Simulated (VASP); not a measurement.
# GaN (P6_3mc) in VASP: settings compared

Aim: see how the results for GaN move with the level of theory and the settings. Levels: PBEsol, r2SCAN, TB-mBJ. Tasks: band structure.

Program: VASP 6.6.1. These are calculated values, not measurements. Logs are shortened: lines on timing, memory, paths and dates and some standing lists are left out, and cuts for length are marked.

**What was measured.**

From “Studying electronic properties in GaN without electrical contacts using γ-γ vs e−-γ Perturbed Angular Correlations”, 2019, pmc:6823545, for a bulk crystal of GaN: band gap 3.503 ± 0.005 eV (direct).

How close the calculation comes is told below.

## Step 1: The structure

It takes space group P6_3mc (No. 186, hexagonal). The conventional cell has a = 3.181 Å, b = 3.181 Å, c = 5.181 Å, α = 90.00°, β = 90.00°, γ = 120.00°. Ga (site symmetry 3m) has 4 N at 1.94 to 1.95 Å as nearest neighbours. N (site symmetry 3m) is surrounded by 4 Ga at 1.94 to 1.95 Å.

The cell is a database's computed one.

## Step 2: Band structure, PBEsol

INCAR reads:

```
SYSTEM = GaN
PREC = Accurate
ENCUT = 520
EDIFF = 1E-7
ISMEAR = 0
SIGMA = 0.02
LREAL = .FALSE.
LASPH = .TRUE.
NELM = 80
ALGO = Fast
ISIF = 2
LWAVE = .FALSE.
LCHARG = .FALSE.
GGA = PS
```

KPOINTS reads:

```
Automatic mesh
0
G
  12 12 6
  0 0 0
```

POSCAR reads:

```
GaN
1.0
    3.1806700000      0.0000000000      0.0000000000
   -1.5903300000      2.7545400000      0.0000000000
    0.0000000000      0.0000000000      5.1815000000
Ga N
2 2
Direct
    0.6666700000      0.3333300000      0.4991600000
    0.3333300000      0.6666700000      0.9991600000
    0.6666700000      0.3333300000      0.8758400000
    0.3333300000      0.6666700000      0.3758400000
```

KPOINTS_OPT reads:

```
path GMKGALHA,LM,KH
10
line-mode
reciprocal
 0.0000000000  0.0000000000  0.0000000000  G
 0.5000000000  0.0000000000  0.0000000000  M

 0.5000000000  0.0000000000  0.0000000000  M
 0.3333333333  0.3333333333  0.0000000000  K

 0.3333333333  0.3333333333  0.0000000000  K
 0.0000000000  0.0000000000  0.0000000000  G

 0.0000000000  0.0000000000  0.0000000000  G
 0.0000000000  0.0000000000  0.5000000000  A

 0.0000000000  0.0000000000  0.5000000000  A
 0.5000000000  0.0000000000  0.5000000000  L

 0.5000000000  0.0000000000  0.5000000000  L
 0.3333333333  0.3333333333  0.5000000000  H

 0.3333333333  0.3333333333  0.5000000000  H
 0.0000000000  0.0000000000  0.5000000000  A

 0.5000000000  0.0000000000  0.5000000000  L
 0.5000000000  0.0000000000  0.0000000000  M

 0.3333333333  0.3333333333  0.0000000000  K
 0.3333333333  0.3333333333  0.5000000000  H
```

Potentials or basis: VASP PAW PBE potentials, release 64 (Ga_d, N).

Command:

```
cat potpaw_PBE.64/Ga_d/POTCAR potpaw_PBE.64/N/POTCAR > POTCAR
mpirun -np 1 vasp_std > vasp.out
```

OUTCAR:

```text
SYSTEM = GaN
   PREC = Accurate
   ENCUT = 520
   EDIFF = 1E-7
   ISMEAR = 0
   LREAL = .FALSE.
   LASPH = .TRUE.
   NELM = 80
   ISIF = 2
   GGA = PS

 ion  position               nearest neighbor table
   1  0.667  0.333  0.499-   4 1.94   4 1.94   4 1.94   3 1.95
   2  0.333  0.667  0.999-   3 1.94   3 1.94   3 1.94   4 1.95
   3  0.667  0.333  0.876-   2 1.94   2 1.94   2 1.94   1 1.95
   4  0.333  0.667  0.376-   1 1.94   1 1.94   1 1.94   2 1.95

  LATTYP: Found a hexagonal cell.
 ALAT       =     3.1806700000
 C/A-ratio  =     1.6290592863

  Lattice vectors:

 A1 = (   3.1806700000,   0.0000000000,   0.0000000000)
 A2 = (  -1.5903300000,   2.7545400000,   0.0000000000)
 A3 = (   0.0000000000,   0.0000000000,   5.1815000000)

Analysis of symmetry for initial positions (statically):
=====================================================================
 Subroutine PRICEL returns:
 Original cell was already a primitive cell.

 Routine SETGRP: Setting up the symmetry group for a
 hexagonal supercell.

 Subroutine GETGRP returns: Found  4 space group operations
 (whereof  2 operations were pure point group operations)
 out of a pool of 24 trial point group operations.

The static configuration has the point symmetry C_1h.
 The point group associated with its full space group is C_2v.

Analysis of symmetry for dynamics (positions and initial velocities):
=====================================================================
 Subroutine PRICEL returns:
 Original cell was already a primitive cell.

 Routine SETGRP: Setting up the symmetry group for a
 hexagonal supercell.

 Subroutine GETGRP returns: Found  4 space group operations
 (whereof  2 operations were pure point group operations)
 out of a pool of 24 trial point group operations.

The dynamic configuration has the point symmetry C_1h.
 The point group associated with its full space group is C_2v.

 Subroutine INISYM returns: Found  4 space group operations
 (whereof  2 operations are pure point group operations),
 and found     1 'primitive' translations

----------------------------------------------------------------------------------------

                                     Primitive cell

  volume of cell :      45.3966

  direct lattice vectors                    reciprocal lattice vectors
     3.180670000  0.000000000  0.000000000     0.314399167  0.181517941  0.000000000
    -1.590330000  2.754540000  0.000000000     0.000000000  0.363037023  0.000000000
     0.000000000  0.000000000  5.181500000     0.000000000  0.000000000  0.192994307

  length of vectors
     3.180670000  3.180666616  5.181500000     0.363036636  0.363037023  0.192994307

  position of ions in fractional coordinates (direct lattice)
     0.666670000  0.333330000  0.499160000
     0.333330000  0.666670000  0.999160000
     0.666670000  0.333330000  0.875840000
     0.333330000  0.666670000  0.375840000

  ion indices of the primitive-cell ions
   primitive index   ion index
                 1           1
                 2           2
                 3           3
                 4           4

----------------------------------------------------------------------------------------

 KPOINTS: Automatic mesh

Automatic generation of k-mesh.
 Grid dimensions read from file:
 generate k-points for:   12   12    6

 Generating k-lattice:

  Cartesian coordinates                     Fractional coordinates (reciprocal lattice)
     0.026199931  0.015126495  0.000000000     0.083333333  0.000000000  0.000000000
     0.000000000  0.030253085  0.000000000     0.000000000  0.083333333  0.000000000
     0.000000000  0.000000000  0.032165718     0.000000000  0.000000000  0.166666667

  Length of vectors
     0.030253053  0.030253085  0.032165718

  Shift w.r.t. Gamma in fractional coordinates (k-lattice)
     0.000000000  0.000000000  0.000000000

 Subroutine IBZKPT returns following result:
 ===========================================

 Found    172 irreducible k-points:

 Following reciprocal coordinates:
[... 48 lines left out ...]
  band No.  band energies     occupation
      1     -10.7768      2.00000
      2      -9.8012      2.00000
      3      -8.1488      2.00000
      4      -8.1332      2.00000
      5      -8.1331      2.00000
      6      -8.0700      2.00000
[... 14 lines left out ...]
     21      14.3863      0.00000
     22      15.0885      0.00000

 k-point     2 :       0.0833   -0.0000    0.0000
  band No.  band energies     occupation
      1     -10.7056      2.00000
      2      -9.7822      2.00000
      3      -8.1427      2.00000
      4      -8.1227      2.00000
      5      -8.1114      2.00000
      6      -8.0623      2.00000
[... 14 lines left out ...]
     21      14.1948      0.00000
     22      14.5832      0.00000

 k-point     3 :      -0.0833    0.0833    0.0000
  band No.  band energies     occupation
      1     -10.7056      2.00000
      2      -9.7822      2.00000
      3      -8.1427      2.00000
      4      -8.1227      2.00000
      5      -8.1114      2.00000
      6      -8.0623      2.00000
[... 14 lines left out ...]
     21      14.1943      0.00000
     22      14.5831      0.00000

 k-point     4 :       0.1667   -0.0000    0.0000
  band No.  band energies     occupation
      1     -10.5111      2.00000
      2      -9.7354      2.00000
      3      -8.1180      2.00000
      4      -8.0972      2.00000
      5      -8.0551      2.00000
      6      -8.0241      2.00000
[... 14 lines left out ...]
     21      13.3337      0.00000
     22      14.1013      0.00000

 k-point     5 :      -0.1667    0.1667    0.0000
  band No.  band energies     occupation
      1     -10.5111      2.00000
      2      -9.7354      2.00000
      3      -8.1180      2.00000
      4      -8.0973      2.00000
      5      -8.0551      2.00000
      6      -8.0240      2.00000
[... 417 lines left out ...]
 k-point    22 :       0.3333    0.0833    0.0000
  band No.  band energies     occupation
      1      -9.9054      2.00000
      2      -9.6328      2.00000
      3      -8.0810      2.00000
      4      -8.0564      2.00000
      5      -7.9559      2.00000
      6      -7.9147      2.00000
[... 14 lines left out ...]
     21      11.4989      0.00000
     22      13.6497      0.00000

 k-point    23 :      -0.0833    0.4167    0.0000
  band No.  band energies     occupation
      1      -9.9054      2.00000
      2      -9.6328      2.00000
      3      -8.0810      2.00000
      4      -8.0564      2.00000
      5      -7.9559      2.00000
      6      -7.9147      2.00000
[... 14 lines left out ...]
     21      11.4988      0.00000
     22      13.6497      0.00000

 k-point    24 :      -0.4167    0.3333    0.0000
  band No.  band energies     occupation
      1      -9.9055      2.00000
      2      -9.6328      2.00000
      3      -8.0810      2.00000
      4      -8.0564      2.00000
      5      -7.9559      2.00000
      6      -7.9147      2.00000
[... 14 lines left out ...]
     21      11.4987      0.00000
     22      13.6499      0.00000

 [... further k-points ...]
[... 5 lines left out ...]
  --------------------------------------------------------------------------------------
  -------------------------------------------------------------------------------------
  Total        0.0376140      0.0381330      0.0552815      0.0004495      0.0000000      0.0000000
  in kB        1.3275080      1.3458242      1.9510436      0.0158657      0.0000000      0.0000000
  external PRESSURE =       1.5414586 kB  Pullay stress =       0.0000000 kB

 VOLUME and BASIS-vectors are now :
 -----------------------------------------------------------------------------
  energy-cutoff  :      520.00
  volume of cell :       45.40
      direct lattice vectors                 reciprocal lattice vectors
     3.180670000  0.000000000  0.000000000     0.314399167  0.181517941  0.000000000
    -1.590330000  2.754540000  0.000000000     0.000000000  0.363037023  0.000000000
     0.000000000  0.000000000  5.181500000     0.000000000  0.000000000  0.192994307

 POSITION                                       TOTAL-FORCE (eV/Angst)
 -----------------------------------------------------------------------------------
      1.59035      0.91817      2.58640        -0.000384      0.000222      0.002469
     -0.00001      1.83637      5.17715         0.000384     -0.000222      0.002469
      1.59035      0.91817      4.53816        -0.000387      0.000223     -0.002469
     -0.00001      1.83637      1.94741         0.000387     -0.000223     -0.002469
 -----------------------------------------------------------------------------------
    total drift:                               -0.000001     -0.000001     -0.000598

  FREE ENERGIE OF THE ION-ELECTRON SYSTEM (eV)
  ---------------------------------------------------
  free  energy   TOTEN  =       -26.2685740714 eV

  energy  without entropy=      -26.2685740714  energy(sigma->0) =      -26.26857407
```

It took 3 min on 1 thread of Intel Xeon Platinum 8559C (Emerald Rapids), shared host; peak memory 0.35 GiB.

Results:

| Item | Value |
| --- | --- |
| Free energy | -26.2686 eV |
| Pressure | 0.2 GPa |
| Band gap on the k mesh | 1.91 eV, direct |
| Band gap along the path | 1.91 eV, direct |

Forces in eV/Å, atoms in the order of the input:
```
Ga   0.000  0.000  0.002
Ga   0.000  0.000  0.002
N    0.000  0.000 -0.002
N    0.000  0.000 -0.002
```

Levels at the corners of the path, in eV from the valence-band top:
```csv
point,band 15,band 16,band 17,band 18,band 19,band 20,band 21,band 22
Γ,-1.05,-0.04,0.00,0.00,1.91,4.22,9.13,9.83
M,-4.28,-2.79,-2.26,-1.02,4.95,5.53,5.96,8.59
M,-4.28,-2.79,-2.26,-1.02,4.95,5.53,5.96,8.59
K,-5.39,-3.04,-3.04,-2.78,5.01,7.81,7.81,8.33
K,-5.39,-3.04,-3.04,-2.78,5.01,7.81,7.81,8.33
Γ,-1.05,-0.04,0.00,0.00,1.91,4.22,9.13,9.83
Γ,-1.05,-0.04,0.00,0.00,1.91,4.22,9.13,9.83
A,-0.54,-0.54,-0.54,-0.54,4.23,4.23,8.39,8.39
A,-0.54,-0.54,-0.54,-0.54,4.23,4.23,8.39,8.39
L,-1.98,-1.98,-1.93,-1.93,4.31,4.31,7.72,7.72
L,-1.98,-1.98,-1.93,-1.93,4.31,4.31,7.72,7.72
H,-4.28,-4.28,-1.50,-1.50,6.36,6.36,7.21,7.21
H,-4.28,-4.28,-1.50,-1.50,6.36,6.36,7.21,7.21
A,-0.54,-0.54,-0.54,-0.54,4.23,4.23,8.39,8.39
L,-1.98,-1.98,-1.93,-1.93,4.31,4.31,7.72,7.72
M,-4.28,-2.79,-2.26,-1.02,4.95,5.53,5.96,8.59
K,-5.39,-3.04,-3.04,-2.78,5.01,7.81,7.81,8.33
H,-4.28,-4.28,-1.50,-1.50,6.36,6.36,7.21,7.21
```

Caveat: the PAW data sets were made with another functional, which shifts forces and pressure a little.

## Step 3: Band structure, r2SCAN

Changes to INCAR since step 2:

```diff
@@ -9,3 +9,3 @@
 NELM = 80
-ALGO = Fast
+ALGO = Normal
 ISIF = 2
@@ -13,2 +13,3 @@
 LCHARG = .FALSE.
-GGA = PS
+METAGGA = R2SCAN
+LMIXTAU = .TRUE.
```

KPOINTS is that of step 2.

POSCAR is that of step 2.

KPOINTS_OPT is that of step 2.

Potentials or basis: VASP PAW PBE potentials, release 64 (Ga_d, N).

Command:

```
cat potpaw_PBE.64/Ga_d/POTCAR potpaw_PBE.64/N/POTCAR > POTCAR
mpirun -np 1 vasp_std > vasp.out
```

Run time: 12 min. Hardware: 1 thread of Intel Xeon Platinum 8559C (Emerald Rapids), shared host; peak memory 0.37 GiB.

It converged, with:

```
Free energy             : -43.8201 eV
Pressure                : 1.5 GPa
Largest force           : 0.003 eV/Å
Band gap on the k mesh  : 2.36 eV, direct
Band gap along the path : 2.36 eV, direct
```

Forces on the atoms (eV/Å):
```
Ga  -0.001  0.000  0.003
Ga   0.001  0.000  0.003
N   -0.001  0.000 -0.003
N    0.001  0.000 -0.003
```

Stress tensor (GPa, compression positive):
```
1.56 0.00 0.00
0.00 1.56 0.00
0.00 0.00 1.34
```

Levels at the corners of the path, in eV from the valence-band top:
```
point  band 15  band 16  band 17  band 18  band 19  band 20  band 21  band 22
    Γ    -1.07    -0.04     0.00     0.00     2.36     4.83     9.97    10.60
    M    -4.31    -2.84    -2.25    -1.04     5.59     6.13     6.55     9.37
    M    -4.31    -2.84    -2.25    -1.04     5.59     6.13     6.55     9.37
    K    -5.43    -3.06    -3.06    -2.81     5.59     8.54     8.54     9.08
    K    -5.43    -3.06    -3.06    -2.81     5.59     8.54     8.54     9.08
    Γ    -1.07    -0.04     0.00     0.00     2.36     4.83     9.97    10.60
    Γ    -1.07    -0.04     0.00     0.00     2.36     4.83     9.98    10.60
    A    -0.55    -0.55    -0.55    -0.55     4.78     4.78     9.19     9.19
    A    -0.55    -0.55    -0.55    -0.55     4.78     4.78     9.19     9.19
    L    -2.01    -2.01    -1.96    -1.96     4.90     4.90     8.43     8.43
    L    -2.01    -2.01    -1.96    -1.96     4.90     4.90     8.43     8.43
    H    -4.31    -4.31    -1.53    -1.53     7.03     7.03     7.88     7.88
    H    -4.31    -4.31    -1.53    -1.53     7.03     7.03     7.88     7.88
    A    -0.55    -0.55    -0.55    -0.55     4.78     4.78     9.19     9.19
    L    -2.01    -2.01    -1.96    -1.96     4.90     4.90     8.43     8.43
    M    -4.31    -2.84    -2.25    -1.04     5.59     6.13     6.55     9.37
    K    -5.43    -3.06    -3.06    -2.81     5.59     8.54     8.54     9.08
    H    -4.31    -4.31    -1.53    -1.53     7.03     7.03     7.88     7.88
```

Caveat: the PAW data sets were made with another functional, which shifts forces and pressure a little.

## Step 4: Band structure, TB-mBJ

POSCAR is that of step 3.

INCAR.step1 reads:

```
SYSTEM = GaN
PREC = Accurate
ENCUT = 520
EDIFF = 1E-5
ISMEAR = 0
SIGMA = 0.02
LREAL = .FALSE.
LASPH = .TRUE.
NELM = 80
ALGO = Normal
ISIF = 2
LWAVE = .TRUE.
LCHARG = .FALSE.
GGA = PE
```

INCAR.step2 reads:

```
SYSTEM = GaN
PREC = Accurate
ENCUT = 520
EDIFF = 1E-7
ISMEAR = 0
SIGMA = 0.02
LREAL = .FALSE.
LASPH = .TRUE.
NELM = 80
ALGO = Normal
ISIF = 2
LWAVE = .FALSE.
LCHARG = .FALSE.
METAGGA = MBJ
ISTART = 1
```

KPOINTS is that of step 3.

KPOINTS_OPT is that of step 3.

Command:

```
cat potpaw_PBE.64/Ga_d/POTCAR potpaw_PBE.64/N/POTCAR > POTCAR
cp INCAR.step1 INCAR
mpirun -np 1 vasp_std > vasp.out
cp INCAR.step2 INCAR
mpirun -np 1 vasp_std > vasp.out
```

Wall time 12 min (1 thread of Intel Xeon Platinum 8559C (Emerald Rapids), shared host); peak memory 0.37 GiB.

It converged, with:

```
Band gap on the k mesh  : 3.13 eV, direct
Band gap along the path : 3.13 eV, direct
```

Levels at the corners of the path, in eV from the valence-band top:
| point | band 16 | band 17 | band 18 | band 19 | band 20 | band 21 |
| --- | --- | --- | --- | --- | --- | --- |
| Γ | -0.03 | 0.00 | 0.00 | 3.13 | 5.72 | 10.66 |
| M | -2.57 | -1.96 | -0.94 | 6.52 | 6.86 | 7.33 |
| M | -2.57 | -1.96 | -0.94 | 6.52 | 6.86 | 7.33 |
| K | -2.74 | -2.74 | -2.51 | 6.52 | 9.25 | 9.25 |
| K | -2.74 | -2.74 | -2.51 | 6.52 | 9.25 | 9.25 |
| Γ | -0.03 | 0.00 | 0.00 | 3.13 | 5.72 | 10.66 |
| Γ | -0.03 | 0.00 | 0.00 | 3.13 | 5.72 | 10.66 |
| A | -0.49 | -0.49 | -0.49 | 5.50 | 5.50 | 9.89 |
| A | -0.49 | -0.49 | -0.49 | 5.50 | 5.50 | 9.89 |
| L | -1.82 | -1.77 | -1.77 | 5.77 | 5.77 | 9.22 |
| L | -1.82 | -1.77 | -1.77 | 5.77 | 5.77 | 9.22 |
| H | -3.83 | -1.39 | -1.39 | 7.79 | 7.79 | 8.62 |
| H | -3.83 | -1.39 | -1.39 | 7.79 | 7.79 | 8.62 |
| A | -0.49 | -0.49 | -0.49 | 5.50 | 5.50 | 9.89 |
| L | -1.82 | -1.77 | -1.77 | 5.77 | 5.77 | 9.22 |
| M | -2.57 | -1.96 | -0.94 | 6.52 | 6.86 | 7.33 |
| K | -2.74 | -2.74 | -2.51 | 6.52 | 9.25 | 9.25 |
| H | -3.83 | -1.39 | -1.39 | 7.79 | 7.79 | 8.62 |

Caveat: the PAW data sets were made with another functional, which shifts forces and pressure a little.

## Step 5: Overview

| level | further INCAR settings | gap on the mesh (eV) | pressure (GPa) |
| --- | --- | --- | --- |
| PBEsol | ALGO = Fast; EDIFF = 1e-07 | 1.91 | 0.2 |
| r2SCAN | ALGO = Normal; EDIFF = 1e-07 | 2.36 | 1.5 |
| TB-mBJ | ALGO = Normal; EDIFF = 1e-07 | 3.13 | - |

Alike in all rows: task band structure; potentials or basis VASP PAW PBE potentials, release 64 (Ga_d, N); no spin polarisation; cell as given; k mesh 12 × 12 × 6; cutoff (eV) 520; smearing gaussian 0.02 eV.

On the cell as given the gap runs from 1.91 eV (PBEsol) to 3.13 eV (TB-mBJ).

Caveats: the PAW data sets were made with another functional, which shifts forces and pressure a little.

Total energies depend on the potentials used, so only differences within one code and one set of settings carry meaning.

## Step 6: How close it comes

Step 2. A measured gap of GaN is 3.503 eV (direct; quoted in “Studying electronic properties in GaN without electrical contacts using γ-γ vs e−-γ Perturbed Angular Correlations”, 2019, pmc:6823545); the calculated 1.91 eV misses it by -1.60 eV. Spin-orbit coupling on Ga is left out. The value is that of PBEsol, without temperature or zero-point motion. Semilocal functionals fall short of measured gaps as a rule. The cell is a database's relaxed one, not the measured one, which moves gaps too.

Step 3. Measured gap of GaN: 3.503 eV (direct; quoted in “Studying electronic properties in GaN without electrical contacts using γ-γ vs e−-γ Perturbed Angular Correlations”, 2019, pmc:6823545). This calculation gives 2.36 eV (-1.15 eV). Spin-orbit coupling on Ga is left out. The value is that of r2SCAN, without temperature or zero-point motion. The cell is a database's relaxed one, not the measured one, which moves gaps too.

Step 4. A measured gap of GaN is 3.503 eV (direct; quoted in “Studying electronic properties in GaN without electrical contacts using γ-γ vs e−-γ Perturbed Angular Correlations”, 2019, pmc:6823545); the calculated 3.13 eV misses it by -0.38 eV. Spin-orbit coupling on Ga is left out. The value is that of TB-mBJ, without temperature or zero-point motion. The cell is a database's relaxed one, not the measured one, which moves gaps too.
